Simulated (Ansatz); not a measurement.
BaF2:
Space group Fm-3m (No. 225); a = 6.195 Å, b = 6.195 Å, c = 6.195 Å, α = 90.00°, β = 90.00°, γ = 90.00°

```csv
atom,site,symmetry,x,y,z
Ba,4a,m-3m,0.0000,0.0000,0.0000
F,8c,-43m,0.2500,0.2500,0.2500
```
(The calculation used a cell of 3 atoms; values per cell refer to that cell.)

Relaxed with r²SCAN.

Task: Decompose the optical modes at the zone centre into irreducible representations, and say which are infrared and Raman allowed.

Result: Point group m-3m: Γ_opt = T1u + T2g. Infrared: T1u. Raman: T2g.

Task: Assign frequencies (DFPT, r²SCAN (plane waves, PAW; program Ansatz); without the LO–TO term).

Result: T1u 185, T2g 243 cm⁻¹.

The cell was relaxed with r²SCAN under the symmetry of its start; phonons on a q-mesh show no instability. Scalar-relativistic: spin–orbit coupling is off unless named, which matters more the heavier the elements.

Potentials: the later of the program's two PAW sets.
